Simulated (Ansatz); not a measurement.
VSi₂ (P6_422)

Level of theory: DFT PBEsol, scalar-relativistic, plane waves, PAW in Ansatz.

Cutoff 420 eV; k points 12×12×6 on the computed 9-atom cell (Γ-centred); Gaussian smearing, width 0.10 eV; no spin polarisation.

The structure is relaxed at this level of theory with its symmetry kept. Whether it is the stable form of this composition wasn't checked.

```cif
data_structure
_symmetry_space_group_name_H-M 'P6_422'
_symmetry_Int_Tables_number 181
_cell_length_a 4.5217
_cell_length_b 4.5217
_cell_length_c 6.3229
_cell_angle_alpha 90.000
_cell_angle_beta 90.000
_cell_angle_gamma 120.000
_cell_volume 111.96
loop_
_atom_site_label
_atom_site_type_symbol
_atom_site_symmetry_multiplicity
_atom_site_Wyckoff_symbol
_atom_site_fract_x
_atom_site_fract_y
_atom_site_fract_z
_atom_site_occupancy
V1 V 3 c 0.50000 0.00000 0.00000 1
Si1 Si 6 i 0.16325 0.32650 0.00000 1
```

| Item | Value |
| --- | --- |
| Space group | P6_422 (No. 181) |
| Volume per atom | 12.44 Å³ |
| Formation energy from the elements' standard states (uncorrected) | -0.592 eV/atom |
| Kohn–Sham band gap | none (metal) |
| Density of states at the Fermi level | 7.04 states/eV per cell |
| Löwdin character within 0.5 eV of the Fermi level | V 3d 82 %, Si 3p 11 %, unprojected 4 % |
| Bulk modulus | 186 GPa |
| Its pressure derivative | 4.3 |
| Bader charges (e) | V (3 in the cell) 0.74, Si (6 in the cell) -0.37 |

A ferromagnetic start lost its moments in a first run, so spin was left out; other magnetic orders weren't tried.

Cost: 9 runs of about 19 core-minutes in all, on Intel Xeon 6975P-C (Granite Rapids) (shared hosts).